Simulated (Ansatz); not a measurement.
Ti:

```
Ti
1.0
    -1.64100    1.64100    1.64100
     1.64100   -1.64100    1.64100
     1.64100    1.64100   -1.64100
Ti
1
Direct
  0.00000 0.00000 0.00000
```

This isn't the form of Ti at room conditions, which is hcp.

Base run:

```yaml
Program: Ansatz 0.2.0
Functional: PBEsol
Potentials_or_basis: Ansatz PAW
Cutoff: 420 eV
Density_cutoff: 1680 eV
k_mesh: 11 × 11 × 11
Occupations: fermi-dirac, width 0.05 eV
Spin: no spin polarisation
```

Its results: band gap on the k mesh none (metal or under the smearing width); pressure -6.8 GPa.

Problem. The run is repeated on the same cell with these changes: k mesh from 11 × 11 × 11 to 7 × 7 × 7. What comes out?

Solution. Band gap on the k mesh none (metal or under the smearing width); pressure -5.8 GPa.

Caveats: some runs use coarse meshes; the PAW data sets come from PBE, with cores solved anew for the run's functional, which leaves a small shift of forces and pressure.

Not every run made on this cell is shown here.
